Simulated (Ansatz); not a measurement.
Band structure of SiNi

```xyz
4
Lattice="3.0266 0.0000 0.0000 0.0000 3.2735 0.0000 0.0000 0.0000 4.6978" Properties=species:S:1:pos:R:3 pbc="T T T"
Si    1.5133    1.6367    3.9569
Si    0.0000    0.0000    0.7408
Ni    1.5133    1.6367    1.6171
Ni    0.0000    0.0000    3.0807
```

Atom numbers follow the list: Si1, Si2, Ni3, Ni4.

The cell comes from COD entry 2300377, which wasn't checked; take it as a given geometry.

The calculation used Ansatz 0.2.0, DFT, LDA, all-electron LAPW, scalar-relativistic.

Numerical set-up: a Γ-centred 11×10×7 k mesh, Fermi–Dirac smearing of 0.05 eV, basis error target 1 meV/atom, spin-polarised from start moments Ni3 1.5, Ni4 1.5 μB (the moments died away, and the run ended non-magnetic).

Points in fractions of the reciprocal vectors of this cell: Γ (0, 0, 0), X (0.5, 0, 0), S (0.5, 0.5, 0), Y (0, 0.5, 0), Z (0, 0, 0.5), U (0.5, 0, 0.5), R (0.5, 0.5, 0.5), T (0, 0.5, 0.5). The path joins them by straight lines in the order Γ–X–S–Y–Γ–Z–U–R–T; legs that retrace an earlier one aren't tabulated. Energies are in eV from the Fermi level.

Problem. Is there a gap?

Solution. none: bands cross the Fermi level, a metal.

Problem. List the levels between -5 and 3.5 eV at the symmetry points.

Solution. 
Γ: -4.10, -3.51, -2.97, -2.85, -2.67, -2.56, -2.55, -2.30, -1.96, -1.92, -1.05, 0.77, 2.94
X: -3.73 (×2), -3.72 (×2), -2.49 (×2), -2.46 (×2), -1.61 (×2), 1.67 (×2)
S: -3.61 (×2), -3.44 (×2), -3.21 (×2), -1.95 (×2), -1.60 (×2), 1.51 (×2), 2.05 (×2)
Y: -4.06 (×2), -3.31 (×2), -2.61 (×2), -2.21 (×2), -2.03 (×2), 1.25 (×2)
Z: -3.86, -3.71, -2.94, -2.93, -2.84, -2.81, -2.67, -2.66, -2.01, 1.31, 1.92, 2.19, 2.55, 2.58
U: -3.95 (×2), -3.74 (×2), -2.32 (×2), -2.12 (×2), -1.43 (×2)
R: -4.86 (×2), -3.59 (×2), -2.67 (×2), -1.98 (×2), -1.56 (×2), -0.33 (×2), 0.95 (×2)
T: -3.76 (×2), -3.49 (×2), -2.41 (×2), -1.98 (×2), -1.88 (×2)
